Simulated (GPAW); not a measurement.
A run of GPAW 26.7.0 is set up as follows.

run.py

```python
from ase.dft.bandgap import bandgap
from ase.io import read, write
from gpaw import GPAW, PW, setup_paths
from gpaw.response.df import DielectricFunction

setup_paths.insert(0, '.')

atoms = read('POSCAR')

calc = GPAW(mode=PW(500),
            xc='AM05',
            kpts={'size': (9, 9, 9), 'gamma': True},
            occupations={'name': 'fermi-dirac', 'width': 0.05},
            nbands=7,
            convergence={'density': 1e-06},
            maxiter=150,
            txt='gpaw.txt')
atoms.calc = calc
energy = atoms.get_potential_energy()
calc.write('gs.gpw')
write('result.traj', atoms)
print(f'Energy: {energy:.6f} eV')
print('Fermi level:', round(calc.get_fermi_level(), 4), 'eV')
print(f'Gap: {bandgap(calc)[0]:.4f} eV, direct: {bandgap(calc, direct=True)[0]:.4f} eV')

dense = calc.fixed_density(kpts={'size': (18, 18, 17), 'gamma': True},
                           nbands=18, convergence={'bands': 12, 'eigenstates': 1e-7},
                           update_fermi_level=True, txt='dense.txt')
dense.write('dense.gpw', mode='all')

df = DielectricFunction('dense.gpw', frequencies={'type': 'nonlinear', 'domega0': 0.05, 'omega2': 10},
                        eta=0.1, ecut=50, nbands=12, rate='eta', txt='df.txt')
for direction in ['x', 'y', 'z']:
    df.get_dielectric_function(xc='RPA', direction=direction, filename=f'df_{direction}.csv')
```

File POSCAR:

```
Al
1.0
   -0.0204552100      1.9706540500      2.0438328400
    2.0026569100      0.0099662700      2.0134113600
    2.0592944800      1.9968701300     -0.0466712900
Al
1
Direct
    0.0000000000      0.0000000000      0.0000000000
```

Potentials or basis: PAW data sets generated in the run's folder for this functional, pw.

Command:

```sh
$ gpaw-setup -f AM05 Al
$ OMP_NUM_THREADS=1 python run.py
```

Problem. Predict the band gap on the k mesh.

Solution. None (metal or under the smearing width).

Dielectric function (mean over the directions given):
```
energy (eV)  real part  imaginary part
       1.04    -137.19           46.83
       1.89     -54.77           34.97
       2.91     -27.20            5.36
       3.76     -16.89            3.85
       4.79      -9.53            1.07
       5.68      -6.84            1.03
       6.63      -4.56            0.37
       7.63      -3.32            0.37
       8.52      -2.37            0.18
       9.56      -1.72            0.18
      10.46      -1.23            0.10
      11.41      -0.88            0.11
      12.30      -0.61            0.07
      13.36      -0.37            0.07
      14.35      -0.19            0.04
      15.26      -0.04            0.05
      16.36       0.09            0.04
      17.36       0.19            0.03
      18.58       0.30            0.03
      19.87       0.38            0.02
```

Caveat: the intraband term hangs on this k mesh; the long-wavelength limit can be off by a per cent or two; independent-particle spectra lack excitons.
